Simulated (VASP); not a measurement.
CdSe: relaxation of cell and atoms with AM05

The system is CdSe.

```
CELL_PARAMETERS angstrom
0.00000 3.07027 3.07027
3.07027 0.00000 3.07027
3.07027 3.07027 0.00000
ATOMIC_POSITIONS crystal
Cd 0.00000 0.00000 0.00000
Se 0.75000 0.75000 0.75000
```

Measurements of this composition are mostly on another form, of space group No. 186.

| Quantity | Value |
| --- | --- |
| Program | VASP 6.6.1 |
| Task | relaxation of cell and atoms |
| Functional | AM05 |
| Potentials or basis | VASP PAW PBE potentials, release 64 (Cd, Se) |
| Cutoff | 600 eV |
| k mesh | 8 × 8 × 8 |
| Occupations | gaussian, width 0.03 eV |
| Spin | no spin polarisation |
| Further INCAR settings | ALGO = Normal; EDIFF = 1e-06; IBRION = 2; EDIFFG = -0.01; NSW = 90; ISIF = 3 |

```yaml
Relaxed_volume: 28.58 Å³/atom
Relaxed_cell: a = 4.324 Å, b = 4.324 Å, c = 4.324 Å, α = 60.00°, β = 60.00°, γ = 60.00°
Space_group_after_relaxing_to_0.05_Å: F-43m (No. 216)
Energy_gained_by_relaxing: 0.7 meV/atom
Ionic_steps: 3
Pressure_after_relaxing: 0.0 GPa
Band_gap_on_the_k_mesh: 0.56 eV, direct
```

Step by step:
```csv
step,energy change (eV),largest force (eV/Å),pressure (GPa),volume (Å³)
1,0.0000,0.0000,-0.60,57.88
2,-0.0013,0.0000,0.16,56.98
3,-0.0014,0.0000,0.01,57.16
```

Final structure:
```
CELL_PARAMETERS angstrom
0.00000 3.05745 3.05745
3.05745 0.00000 3.05745
3.05745 3.05745 0.00000
ATOMIC_POSITIONS crystal
Cd 0.00000 0.00000 0.00000
Se 0.75000 0.75000 0.75000
```

Levels at points of the mesh, in eV from the valence-band top:
| k point | band 6 | band 7 | band 8 | band 9 | band 10 | band 11 | band 12 | band 13 |
| --- | --- | --- | --- | --- | --- | --- | --- | --- |
| (0.00, 0.00, 0.00) | -7.52 | 0.00 | 0.00 | 0.00 | 0.56 | 5.90 | 5.90 | 5.90 |
| (0.50, 0.00, 0.00) | -7.23 | -4.32 | -0.73 | -0.73 | 2.35 | 6.42 | 6.42 | 7.41 |
| (0.50, 0.50, 0.00) | -7.17 | -4.04 | -1.81 | -1.81 | 3.19 | 3.72 | 9.07 | 10.10 |

Wall time 36 s on 1 thread of AMD EPYC 9R45 96-Core Processor (Zen 5), on a shared host, peak memory 0.2 GiB.

Caveat: the PAW data sets were made with another functional, which shifts forces and pressure a little. As with any semilocal functional, this AM05 gap is likely too small.
